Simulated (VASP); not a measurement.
# Si: molecular dynamics with the cell free or held by constraints

Si, P6/mmm (no. 191), 8 atoms in the cell. PBE, constrained or biased molecular dynamics; PAW potentials Si (PBE set).

| Held coordinates | Spread of the volume (Å³) | Time (s) |
|---|---|---|
| none | 0.30 | 88 |
| volume held, shape free | 0.00 | 89 |
| angles held, lengths free | 0.40 | 93 |

Limits: each run has its own random start, so only a spread that vanishes tells of a constraint; the run is only 0.12 ps long, so its averages are rough.

## Input of the first row

INCAR:
```
SYSTEM = Si
ALGO     = Normal         ! electronic algorithm
EDIFF    = 1E-5           ! SCF threshold, eV
ENCUT    = 340            ! plane-wave cutoff, eV
IBRION   = 0              ! ionic algorithm
ISIF     = 3              ! what is computed and relaxed
ISMEAR   = 1              ! smearing method
ISYM     = 0            
LANGEVIN_GAMMA= 10           
LANGEVIN_GAMMA_L= 10           
LCHARG   = .FALSE.        ! write CHGCAR
LREAL    = .FALSE.        ! projectors in reciprocal space
LWAVE    = .FALSE.        ! write WAVECAR
MDALGO   = 3            
NELMIN   = 4            
NSW      = 60             ! ionic steps
PMASS    = 1000         
POTIM    = 2.0            ! step
PREC     = Normal         ! precision mode
RANDOM_SEED= 845295 0 0   
SIGMA    = 0.2            ! smearing width, eV
TEBEG    = 500           
```

KPOINTS:
```
k-points
0
Gamma
  4 4 3
```

POSCAR:
```
Si
1.0
    5.2410856298      0.0000000000      0.0000000000
   -2.6205428149      4.5389132988      0.0000000000
    0.0000000000      0.0000000000      4.9327087800
Si
8
Direct
    0.0000000000      0.0000000000      0.0000000000
    0.0000000000      0.0000000000      0.5000000000
    0.0000000000      0.5000000000      0.0000000000
    0.0000000000      0.5000000000      0.5000000000
    0.5000000000      0.0000000000      0.0000000000
    0.5000000000      0.0000000000      0.5000000000
    0.5000000000      0.5000000000      0.0000000000
    0.5000000000      0.5000000000      0.5000000000
```

Commands:
```
cat potpaw_PBE.64/Si/POTCAR > POTCAR
mpirun -np 4 vasp_std > vasp.out
```

ICONST of row 3:
```
LA 1 2 0
LA 1 3 0
LA 2 3 0
```

VASP 6.6.1 took 88 s on 4 cores (Intel Xeon Platinum 8124M @ 3.00GHz (Skylake/Cascade Lake)), a shared host.
